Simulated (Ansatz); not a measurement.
A series in volume scale on Se

Results calculated with Ansatz 0.2.0, not measured. Periodic Kohn-Sham DFT of a crystal at fixed atoms, scaled to volume_scale times the given cell; pressure positive in compression, energy less spherical unpolarised free atoms, largest_vzz the field gradient of largest size among the nuclei.

The cell before it is scaled or strained (space group Pm-3m, No. 221):
```
cell vectors (Å)
   2.8312     0.0000     0.0000
   0.0000     2.8312     0.0000
   0.0000     0.0000     2.8312
atoms (fractions of the cell vectors)
Se  0.00000  0.00000  0.00000
```

Settings of every row: method all-electron LAPW; functional PBE; relativity scalar; k mesh 17x17x17; filling fermi-dirac; smearing width 0.05 eV; basis error target 0.5 meV/atom; nucleus gaussian.

Atom start moment: 0 on all atoms.

Limits: the cell comes from a prototype or a list of computed structures and needn't be the stable phase.

```csv
row,volume scale,V (Å³/atom),pressure (GPa),energy less free atoms (eV/atom)
1,0.96,21.786,3.133,-3.3048
2,0.98,22.24,1.484,-3.3113
3,1,22.693,?,?
4,1.02,23.148,-1.31,-3.3115
5,1.04,23.602,-2.489,-3.306
```

Question: what pressure and energy less free atoms should row 3 give?

Worked fit of pressure. Take u = (V_r/V)^(2/3) − 1 with V_r = 22.694 Å³ an atom, which is twice the finite (Eulerian) strain; such expansions in the strain, on which the Birch-Murnaghan equation of state is built, carry the rest volume and the bulk modulus. The shown rows have u = 0.0276, 0.01356, -0.01312, -0.02581. Least squares give pressure = 0.0093 + 104.687 × u + 306.8 × u² GPa; a straight line predicts inner rows, each left out in turn, worse (root mean square 0.13 against 0.0033 GPa). The rows lie off it by 0.001, -0.001, 0.001, -0.001. The pressure vanishes at u = -0.0001, or V = 22.7 Å³ an atom, and there the bulk modulus at fixed shape and fractions is B = −V dP/dV = (2/3)(1 + u) dP/du = 69.7 GPa. The withheld row has u = 3e-05, so the fit gives 0.0093 + 104.687 × (3e-05) + 306.8 × (3e-05)² = 0.012 GPa.

The calculation gave 0.009 GPa. The fit lies 0.003 GPa (33 % of the value, 0.053 % of the column's range) above it; its largest miss of a shown row is 0.001 GPa.

Worked fit of energy less free atoms. Take u = (V_r/V)^(2/3) − 1 with V_r = 22.694 Å³ an atom, which is twice the finite (Eulerian) strain; such expansions in the strain, on which the Birch-Murnaghan equation of state is built, carry the rest volume and the bulk modulus. The shown rows have u = 0.0276, 0.01356, -0.01312, -0.02581. Least squares give energy less free atoms = −3.31339 + 0.0025 × u + 11.19 × u² eV/atom; a straight line predicts inner rows, each left out in turn, worse (root mean square 0.0046 against 3.7e-06 eV/atom). All shown rows lie on it to the printed digit. Its lowest point lies at u = -0.0001, or V = 22.7 Å³ an atom, and the curvature there gives the bulk modulus at fixed shape and fractions, B = (4/9)(1 + u)² E″(u)/V = 70.2 GPa. The withheld row has u = 3e-05, so the fit gives −3.31339 + 0.0025 × (3e-05) + 11.19 × (3e-05)² = -3.3134 eV/atom.

The calculation gave -3.3133 eV/atom. The fit lies 0.0001 eV/atom (1.2 % of the column's range) below it, one unit of the last digit.
